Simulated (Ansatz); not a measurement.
Method: DFT PBE, scalar-relativistic, plane waves, PAW (Ansatz). Settings: cutoff 420 eV, Γ-centred meshes spaced at most about 0.3 Å⁻¹, and about 0.25 Å⁻¹ or finer for metals (2π included), Gaussian smearing. No spin polarisation.

All energies are static (0 K, no zero-point motion).

Two forms of InGa3P4 were relaxed alike.

A.

```yaml
crystal:
  lattice:
    - [3.72451, -5.26775, 0.00000]
    - [3.72451, 5.26775, 0.00000]
    - [0.00000, 0.00000, 3.71059]
  atoms:
    - { symbol: In, position: [0.00000, 0.00000, 0.50000] }
    - { symbol: Ga, position: [0.00000, 0.50000, 0.00000] }
    - { symbol: Ga, position: [0.50000, 0.50000, 0.50000] }
    - { symbol: Ga, position: [0.50000, 0.00000, 0.00000] }
    - { symbol: P, position: [0.73425, 0.73425, 0.00000] }
    - { symbol: P, position: [0.74283, 0.25717, 0.50000] }
    - { symbol: P, position: [0.25717, 0.74283, 0.50000] }
    - { symbol: P, position: [0.26575, 0.26575, 0.00000] }
```

B.

```yaml
crystal:
  lattice:
    - [5.27276, 0.00000, 0.00000]
    - [0.00000, 5.27276, 0.00000]
    - [0.00000, 0.00000, 5.27276]
  atoms:
    - { symbol: In, position: [0.50000, 0.50000, 0.50000] }
    - { symbol: Ga, position: [0.00000, 0.00000, 0.50000] }
    - { symbol: Ga, position: [0.50000, 0.00000, 0.00000] }
    - { symbol: Ga, position: [0.00000, 0.50000, 0.00000] }
    - { symbol: P, position: [0.50000, 0.50000, 0.00000] }
    - { symbol: P, position: [0.00000, 0.50000, 0.50000] }
    - { symbol: P, position: [0.50000, 0.00000, 0.50000] }
    - { symbol: P, position: [0.00000, 0.00000, 0.00000] }
```

Question: Which arrangement of the elements on these sites is preferred, and by what margin?

Answer: A is lower, by 24 meV/atom. The two share one framework of sites and differ in which element sits where. A has In and Ga ordered on rock salt sites, space group Cmmm (No. 65), 18.2 Å³/atom and no gap on its mesh; B has In and Ga ordered on rock salt sites, space group Pm-3m (No. 221), 18.3 Å³/atom and no gap. Counting P atoms around Ga and In (those within 1.25 times the shortest such distance or 1.15 times the sum of covalent radii), A and B both have In 6, Ga 6. Both come from invented guesses. The lowest form computed isn't among them: it has In and Ga ordered on zinc blende sites, space group P-4m2 (No. 115), 22.2 Å³/atom and lies 0.37 eV/atom below the best shown.

The k mesh leaves some 4 meV/atom of noise in the energy of each metallic cell. Cells relaxed within their symmetry can be saddle points.
